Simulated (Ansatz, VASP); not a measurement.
This is a calculation of Au for VASP 6.6.1.

Contents of INCAR:

```
SYSTEM = Au
PREC = Accurate
ENCUT = 520
EDIFF = 1E-6
ISMEAR = 0
SIGMA = 0.02
LREAL = .FALSE.
LASPH = .TRUE.
NELM = 80
ALGO = Normal
ISIF = 2
LWAVE = .FALSE.
LCHARG = .FALSE.
GGA = PE
NBANDS = 12
```

The input KPOINTS:

```
regular mesh
0
G
  11 11 11
  0 0 0
```

File POSCAR:

```
Au
1.0
    0.0000000000      2.0350000000      2.0350000000
    2.0350000000      0.0000000000      2.0350000000
    2.0350000000      2.0350000000      0.0000000000
Au
1
Direct
    0.0000000000      0.0000000000      0.0000000000
```

Potentials or basis: VASP PAW PBE potentials, release 64 (Au).

The run is started by

```console
$ cat potpaw_PBE.64/Au/POTCAR > POTCAR
$ mpirun -np 1 vasp_std > vasp.out
```

Q: Set up the same calculation for Ansatz 0.2.0. Potentials there: all-electron LAPW, scalar-relativistic.

A: As run (the cutoff follows the program's own potentials):

The input input.yaml:

```yaml
crystal:
  lattice:
    - [0.0, 2.035, 2.035]
    - [2.035, 0.0, 2.035]
    - [2.035, 2.035, 0.0]
  atoms:
    - { symbol: Au, position: [0.0, 0.0, 0.0] }
kpoints:
  mp_grid: { grid: [11, 11, 11] }
scf:
  occupations: { method: gaussian, width: 0.02 }
hamiltonian:
  xc: pbe
  pseudopotentials: { kind: all_electron, lapw: { basis_error: 0.001 } }
output:
  forces: true
  stress: true
  eigenvalues: true
```

Potentials or basis: all-electron LAPW, scalar-relativistic.

Launch:

```console
$ ansatz run input.yaml --threads 1 --pin off --max-ram 3072MiB --backend cpu --events-out ev --progress --plain --runs-dir out
```

Both were run:

|  | VASP | Ansatz | Ansatz less VASP |
| --- | --- | --- | --- |
| gap on the k mesh at the Fermi level (eV) | none | none | - |
| pressure (GPa) | 10.5 | 10.8 | +0.30 |

A gap of «none» marks a metal or a gap that the smearing closes. Ansatz ran all-electron here, so the differences hold the error of VASP's frozen core and of both bases.

Spin-orbit coupling is left out, which matters for the levels of Au.
